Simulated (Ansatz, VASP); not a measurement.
## MgO in VASP and in Ansatz

```
CELL_PARAMETERS angstrom
0.00000 2.13515 2.13515
2.13515 0.00000 2.13515
2.13515 2.13515 0.00000
ATOMIC_POSITIONS crystal
Mg 0.00000 0.00000 0.00000
O 0.48244 0.48244 0.51756
```

Change from the starting cell: all O atoms moved +0.075 Å, as atom 2 towards its neighbour atom 1 (Mg) at 2.135 Å.

Alike in both runs: task single point; functional r2SCAN; k mesh 10 × 10 × 10; occupations gaussian, width 0.05 eV; no spin polarisation.

|  | VASP | Ansatz |
| --- | --- | --- |
| version | VASP 6.6.1 | Ansatz 0.2.0 |
| potentials or method | VASP PAW PBE potentials, release 64 (Mg, O) | scalar-relativistic, plane waves, PAW |
| plane-wave cutoff (eV) | 520 | 500 |
| valence electrons in the cell | 8 | 16 |

Ansatz gave:

```
gap on the k mesh at the Fermi level (eV)       : 5.22
least direct gap on the mesh (eV)               : 5.22
pressure (GPa)                                  : -6.6
largest component of the traceless stress (GPa) : 1.15
rms of the force components (eV/Å)              : 0.202
```

Q: What did VASP give for the same quantities?

A: gap on the k mesh at the Fermi level (eV): 5.20; least direct gap on the mesh (eV): 5.20; pressure (GPa): -7.7; largest component of the traceless stress (GPa): 1.16; rms of the force components (eV/Å): 0.202.

Atom by atom the forces differ by 0.001 eV/Å (rms over components). The two sets of potentials don't hold the same shells in valence.

Caveats: the PAW data sets were made with another functional, which shifts forces and pressure a little (VASP).
